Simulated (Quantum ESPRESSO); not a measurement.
Crystal: Al2Au.

```
Au Al
1.0
     0.00000    3.00000    3.00000
     3.00000    0.00000    3.00000
     3.00000    3.00000    0.00000
Au Al
1 2
Cartesian
  0.0000 0.0000 0.0000
  4.5000 4.5000 4.5000
  1.5000 1.5000 1.5000
```

| Quantity | Value |
| --- | --- |
| Program | Quantum ESPRESSO 7.5 |
| Task | single point |
| Functional | PBE |
| Potentials or basis | SSSP 1.3 efficiency PBE |
| Cutoff | 816 eV |
| Density cutoff | 5987 eV |
| k mesh | 8 × 8 × 8 |
| Occupations | fermi-dirac, width 0.05 eV |
| Spin | no spin polarisation |

On this cell: pressure 3.1 GPa; largest force zero by symmetry; band gap on the k mesh none (metal or under the smearing width).

The same run follows on a disturbed copy (atoms moved at random, drawn with an rms of 0.05 Å):

```
CELL_PARAMETERS angstrom
0.00000 3.00000 3.00000
3.00000 0.00000 3.00000
3.00000 3.00000 0.00000
ATOMIC_POSITIONS crystal
Au 0.99065 0.99085 0.01134
Al 0.73103 0.75675 0.76314
Al 0.24172 0.25162 0.25995
```

Problem. What does the disturbed cell give?

Solution. The energy (extrapolated to zero smearing) moves by +4.1 meV/atom; pressure 3.2 GPa; largest force 0.411 eV/Å; band gap on the k mesh none (metal or under the smearing width).

Forces on the atoms (eV/Å):
```
Au   0.337 -0.104  0.212
Al  -0.246  0.110 -0.042
Al  -0.091 -0.006 -0.169
```

Stress tensor (GPa, compression positive):
```
 3.20 -0.41 -0.39
-0.41  3.27  0.51
-0.39  0.51  3.24
```
